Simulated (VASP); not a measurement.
# SiC (Moissanite 3C) (F-43m) in VASP: a series of runs, part 2 of 2

VASP 6.6.1. The steps go on from the part before.

## (3) Dielectric tensor, LDA

The input, INCAR:

```
SYSTEM = SiC
ALGO = Normal
EDIFF = 1E-8
ENCUT = 600
ISIF = 2
ISMEAR = 0
LASPH = .TRUE.
LCHARG = .FALSE.
LEPSILON = .TRUE.
LREAL = .FALSE.
LWAVE = .FALSE.
NELM = 80
PREC = Accurate
SIGMA = 0.03
```

The input, KPOINTS:

```
k-points
0
Monkhorst
  18 18 18
  0 0 0
```

The input, POSCAR:

```
SiC                                     
1.0
    0.0000000000      2.1652753731      2.1652753731
    2.1652753731      0.0000000000      2.1652753731
    2.1652753731      2.1652753731      0.0000000000
  Si              C             
     1     1
Direct
     0.0000000000000000    0.0000000000000000    0.0000000000000000
     0.2500000000000000    0.2500000000000000    0.2500000000000000
```

Potentials or basis: VASP PAW LDA potentials, release 64 (Si, C).

Launch:

```sh
cat potpaw_LDA.64/Si/POTCAR potpaw_LDA.64/C/POTCAR > POTCAR
mpirun -np 1 vasp_std > vasp.out
```

OUTCAR:

```text
SYSTEM = SiC
   EDIFF = 1E-8
   ENCUT = 600
   ISIF = 2
   ISMEAR = 0
   LASPH = .TRUE.
   LEPSILON = .TRUE.
   LREAL = .FALSE.
   NELM = 80
   PREC = Accurate

 ion  position               nearest neighbor table
   1  0.000  0.000  0.000-   2 1.88   2 1.88   2 1.88   2 1.88
   2  0.250  0.250  0.250-   1 1.88   1 1.88   1 1.88   1 1.88

  LATTYP: Found a face centered cubic cell.
 ALAT       =     4.3305507462

  Lattice vectors:

 A1 = (   0.0000000000,   2.1652753731,   2.1652753731)
 A2 = (   2.1652753731,   0.0000000000,   2.1652753731)
 A3 = (   2.1652753731,   2.1652753731,   0.0000000000)

Analysis of symmetry for initial positions (statically):
=====================================================================
 Subroutine PRICEL returns:
 Original cell was already a primitive cell.

 Routine SETGRP: Setting up the symmetry group for a
 face centered cubic supercell.

 Subroutine GETGRP returns: Found 24 space group operations
 (whereof 24 operations were pure point group operations)
 out of a pool of 48 trial point group operations.

The static configuration has the point symmetry T_d .

Analysis of symmetry for dynamics (positions and initial velocities):
=====================================================================
 Subroutine PRICEL returns:
 Original cell was already a primitive cell.

 Routine SETGRP: Setting up the symmetry group for a
 face centered cubic supercell.

 Subroutine GETGRP returns: Found 24 space group operations
 (whereof 24 operations were pure point group operations)
 out of a pool of 48 trial point group operations.

[... 441 lines left out ...]
  free  energy   TOTEN  =       -16.6448222526 eV

  energy  without entropy=      -16.6448222526  energy(sigma->0) =      -16.64482225

 HEAD OF MICROSCOPIC STATIC DIELECTRIC TENSOR (INDEPENDENT PARTICLE, excluding Hartree and local field effects)
 ------------------------------------------------------
           7.256444     0.000000     0.000000
           0.000000     7.256444     0.000000
           0.000000     0.000000     7.256444
 ------------------------------------------------------

 Free energy of the ion-electron system (eV)
  ---------------------------------------------------
  ---------------------------------------------------
  free energy    TOTEN  =        -0.35200895 eV

  energy without entropy =       -0.35200895

------------------------ aborting loop because EDIFF is reached ----------------------------------------

--------------------------------------- Ionic step        2  -------------------------------------------

------------------------ aborting loop because EDIFF is reached ----------------------------------------

--------------------------------------- Ionic step        3  -------------------------------------------

 Free energy of the ion-electron system (eV)
  ---------------------------------------------------
  ---------------------------------------------------
  free energy    TOTEN  =        -0.35200729 eV

  energy without entropy =       -0.35200729

------------------------ aborting loop because EDIFF is reached ----------------------------------------

 PIEZOELECTRIC TENSOR FIELD DIRECTION 3  (e Angst)
 -----------------------------------------------------------------------------
    -0.00043 -1.25033  0.00000           ( -0.00000 -0.05354  0.00000)
    -1.25033 -0.00043  0.00000           ( -0.05354 -0.00000  0.00000)
     0.00000  0.00000  0.00058           (  0.00000  0.00000 -0.00000)

 PIEZOELECTRIC TENSOR FIELD DIRECTION 3  (C/m^2)
 -----------------------------------------------------------------------------
    -0.00034 -0.98666  0.00000
    -0.98666 -0.00034  0.00000
     0.00000  0.00000  0.00046

 MACROSCOPIC STATIC DIELECTRIC TENSOR (including local field effects in DFT)
 ------------------------------------------------------
           6.932756     0.000000     0.000000
           0.000000     6.932756     0.000000
           0.000000     0.000000     6.932756
 ------------------------------------------------------

 PIEZOELECTRIC TENSOR (including local field effects)  for field in x, y, z        (e  Angst)
          XX          YY          ZZ          XY          YZ          ZX
  --------------------------------------------------------------------------------
  x    -0.00000     0.00000     0.00000     0.00000    -1.25001     0.00000
  y    -0.00000     0.00000    -0.00000     0.00000     0.00000    -1.25001
  z     0.00000     0.00000    -0.00000    -1.25001     0.00000     0.00000

 PIEZOELECTRIC TENSOR (including local field effects)  for field in x, y, z        (C/m^2)
          XX          YY          ZZ          XY          YZ          ZX
  --------------------------------------------------------------------------------
  x    -0.00000     0.00000     0.00000     0.00000    -0.98640     0.00000
  y    -0.00000     0.00000    -0.00000     0.00000     0.00000    -0.98640
  z     0.00000     0.00000    -0.00000    -0.98640     0.00000     0.00000

 BORN EFFECTIVE CHARGES (including local field effects) (in |e|, cummulative output)
 ---------------------------------------------------------------------------------
 ion    1
    1     2.71364     0.00000    -0.00000
    2     0.00000     2.71364     0.00000
    3    -0.00000     0.00000     2.71364
 ion    2
    1    -2.71364     0.00000     0.00000
    2     0.00000    -2.71364    -0.00000
    3     0.00000    -0.00000    -2.71364
```

OSZICAR:

```text
N       E                     dE             d eps       ncg     rms          rms(c)
DAV:   1     0.480585685996E+01    0.48059E+01   -0.45010E+03  9512   0.952E+02
DAV:   2    -0.183359344107E+02   -0.23142E+02   -0.22054E+02 13144   0.115E+02
DAV:   3    -0.187351185724E+02   -0.39918E+00   -0.39918E+00 10656   0.186E+01
[... 12 lines left out ...]
RMM:   5    -0.351886606393E+00   -0.20010E-02   -0.16948E-04 84233   0.116E-01    0.879E-03
RMM:   6    -0.351962625504E+00   -0.76019E-04   -0.17989E-06 88777   0.122E-02    0.451E-03
RMM:   7    -0.352002014025E+00   -0.39389E-04   -0.10389E-07 88173   0.294E-03    0.379E-04
RMM:   8    -0.352009003778E+00   -0.69898E-05   -0.16730E-08 90700   0.923E-04    0.160E-04
RMM:   9    -0.352007225283E+00    0.17785E-05   -0.12470E-09 86109   0.270E-04    0.209E-05
RMM:  10    -0.352007290468E+00   -0.65185E-07   -0.22946E-11 53874   0.402E-05    0.899E-06
```

Run time: 13 min. Hardware: 1 thread of Intel Xeon 6975P-C (Granite Rapids), shared host; peak memory 1.4 GiB.

What came out:

* Electronic dielectric tensor (diagonal): 6.93
* Born charges (mean of the diagonal): Si +2.71; C -2.71 e

Electronic dielectric tensor:
```
6.93 0.00 0.00
0.00 6.93 0.00
0.00 0.00 6.93
```

Born effective charge tensors (e):
atom 1, Si
```
2.71 0.00 0.00
0.00 2.71 0.00
0.00 0.00 2.71
```
atom 2, C
```
-2.71  0.00  0.00
 0.00 -2.71  0.00
 0.00  0.00 -2.71
```

## (4) Phonons, PBE

This run uses another cell than the first one, of 10.49 Å³/atom, 1.034 times its volume.

The input, POSCAR:

```
SiC
1.0
    0.0000000000      2.1892433624      2.1892433624
    2.1892433624      0.0000000000      2.1892433624
    2.1892433624      2.1892433624      0.0000000000
  Si              C
     1     1
Direct
     0.0000000000000000    0.0000000000000000    0.0000000000000000
     0.2500000000000000    0.2500000000000000    0.2500000000000000
```

The input, INCAR.step1:

```
PREC     = Accurate       # precision mode
ENCUT    = 600            # plane-wave cutoff, eV
EDIFF    = 1E-8           # SCF threshold, eV
ISMEAR   = 0              # smearing method
SIGMA    = 0.03           # smearing width, eV
LREAL    = F              # projectors in reciprocal space
LASPH    = T              # aspherical terms in the spheres
NELM     = 80             # most SCF steps
ALGO     = Normal         # electronic algorithm
ISIF     = 3              # what is computed and relaxed
LWAVE    = F              # write WAVECAR
LCHARG   = F              # write CHGCAR
GGA      = PE             # functional
IBRION   = 2              # ionic algorithm
NSW      = 40             # ionic steps
EDIFFG   = -0.002         # ionic threshold
```

The input, INCAR.step2:

```
PREC     = Accurate       # precision mode
ENCUT    = 600            # plane-wave cutoff, eV
EDIFF    = 1E-8           # SCF threshold, eV
ISMEAR   = 0              # smearing method
SIGMA    = 0.03           # smearing width, eV
LREAL    = F              # projectors in reciprocal space
LASPH    = T              # aspherical terms in the spheres
NELM     = 80             # most SCF steps
ALGO     = Normal         # electronic algorithm
ISIF     = 2              # what is computed and relaxed
LWAVE    = F              # write WAVECAR
LCHARG   = F              # write CHGCAR
GGA      = PE             # functional
IBRION   = 6              # ionic algorithm
NFREE    = 2            
POTIM    = 0.015          # step
NSW      = 1              # ionic steps
```

The input, KPOINTS:

```
regular mesh
0
Gamma
  10 10 10
```

Potentials or basis: VASP PAW PBE potentials, release 64 (Si, C).

Launch:

```sh
cat potpaw_PBE.64/Si/POTCAR potpaw_PBE.64/C/POTCAR > POTCAR
cp INCAR.step1 INCAR
mpirun -np 1 vasp_std > vasp.out
cp CONTCAR POSCAR
cp INCAR.step2 INCAR
mpirun -np 1 vasp_std > vasp.out
```

OUTCAR:

```text
PREC = Accurate
   ENCUT = 600
   EDIFF = 1E-8
   ISMEAR = 0
   LREAL = F
   LASPH = T
   NELM = 80
   ISIF = 2
   GGA = PE
   IBRION = 6
   NFREE = 2
   POTIM = 0.015
   NSW = 1

 ion  position               nearest neighbor table
   1  0.000  0.000  0.000-   2 1.90   2 1.90   2 1.90   2 1.90
   2  0.250  0.250  0.250-   1 1.90   1 1.90   1 1.90   1 1.90

  LATTYP: Found a face centered cubic cell.
 ALAT       =     4.3784867248

  Lattice vectors:

[... 647 lines left out ...]
  x     0.00000    -0.00000    -0.00000     0.00000     7.59787     0.00000
  y    -0.00000    -0.00000    -0.00000     0.00000     0.00000     7.59787
  z    -0.00000    -0.00000     0.00000     7.59787     0.00000     0.00000

 INTERNAL STRAIN TENSOR FOR ION    2 for displacements in x,y,z  (eV/Angst):
          X           Y           Z          XY          YZ          ZX
  --------------------------------------------------------------------------------
  x    -0.00000    -0.00000    -0.00000     0.00000    -7.59364     0.00000
  y     0.00000     0.00000     0.00000     0.00000     0.00000    -7.59364
  z    -0.00000    -0.00000    -0.00000    -7.59364     0.00000     0.00000

 Eigenvectors and eigenvalues of the dynamical matrix
 ----------------------------------------------------

   1 f  =   23.243267 THz   146.041755 2PiTHz  775.311939 cm-1    96.126386 meV
             X         Y         Z           dx          dy          dz
      0.000000  0.000000  0.000000    -0.547329    0.000000   -0.000000
      1.094622  1.094622  1.094622     0.836917   -0.000000   -0.000000
[... 21 lines left out ...]
   6 f/i=    0.000334 THz     0.002097 2PiTHz    0.011133 cm-1     0.001380 meV
             X         Y         Z           dx          dy          dz
      0.000000  0.000000  0.000000     0.001998   -0.832407   -0.086747
      1.094622  1.094622  1.094622     0.001307   -0.544380   -0.056731

 ELASTIC MODULI CONTR FROM IONIC RELAXATION (kBar)
 Direction    XX          YY          ZZ          XY          YZ          ZX
 --------------------------------------------------------------------------------
 XX          -0.0000     -0.0000     -0.0000     -0.0000     -0.0000      0.0000
 YY          -0.0000     -0.0000     -0.0000     -0.0000     -0.0000      0.0000
 ZZ          -0.0000     -0.0000     -0.0000     -0.0000     -0.0000      0.0000
 XY          -0.0000     -0.0000     -0.0000   -236.8589      0.0000      0.0000
 YZ          -0.0000     -0.0000     -0.0000      0.0000   -236.8589      0.0000
 ZX           0.0000      0.0000      0.0000      0.0000      0.0000   -236.8589
 --------------------------------------------------------------------------------
```

OSZICAR.step1:

```text
N       E                     dE             d eps       ncg     rms          rms(c)
DAV:   1     0.597574838089E+01    0.59757E+01   -0.44295E+03   768   0.942E+02
DAV:   2    -0.164805193850E+02   -0.22456E+02   -0.21477E+02  1112   0.114E+02
DAV:   3    -0.168763474645E+02   -0.39583E+00   -0.39583E+00   840   0.188E+01
DAV:   4    -0.168775931028E+02   -0.12456E-02   -0.12456E-02  1224   0.117E+00
DAV:   5    -0.168775934578E+02   -0.35496E-06   -0.35496E-06   856   0.181E-02    0.866E+00
DAV:   6    -0.151191147704E+02    0.17585E+01   -0.75780E+00   824   0.156E+01    0.379E+00
DAV:   7    -0.150694590778E+02    0.49656E-01   -0.32401E-01  1136   0.407E+00    0.174E+00
DAV:   8    -0.150617775904E+02    0.76815E-02   -0.18595E-02   776   0.126E+00    0.164E-01
DAV:   9    -0.150620693952E+02   -0.29180E-03   -0.82669E-04  1224   0.247E-01    0.103E-01
DAV:  10    -0.150621814301E+02   -0.11203E-03   -0.21437E-04  1008   0.115E-01    0.222E-02
DAV:  11    -0.150621823475E+02   -0.91739E-06   -0.44667E-05   944   0.410E-02    0.565E-03
DAV:  12    -0.150621824920E+02   -0.14452E-06   -0.17544E-06   912   0.102E-02    0.139E-03
DAV:  13    -0.150621825837E+02   -0.91745E-07   -0.16286E-07  1072   0.342E-03    0.115E-03
DAV:  14    -0.150621825800E+02    0.37526E-08   -0.23842E-09   624   0.439E-04
   1 F= -.15062183E+02 E0= -.15062183E+02  d E =-.150622E+02
```

It took 52 s on 1 thread of Intel Xeon 6975P-C (Granite Rapids), shared host; peak memory 0.2 GiB.

What came out:

- Highest phonon frequency at Γ, LO-TO splitting left out: 775 cm⁻¹

Phonon frequencies in cm⁻¹ (negative: imaginary):
```
              q point        frequencies
(0.000, 0.000, 0.000)  0 0 0 775 775 775
```

## (5) Against experiment

Step 3. Against the measured high-frequency dielectric constant of SiC, 6.49 (quoted in “Infrared properties of SiC particles”, 1999, arxiv:astro-ph/9903031), the calculated 6.93 is off by +6.8 %.
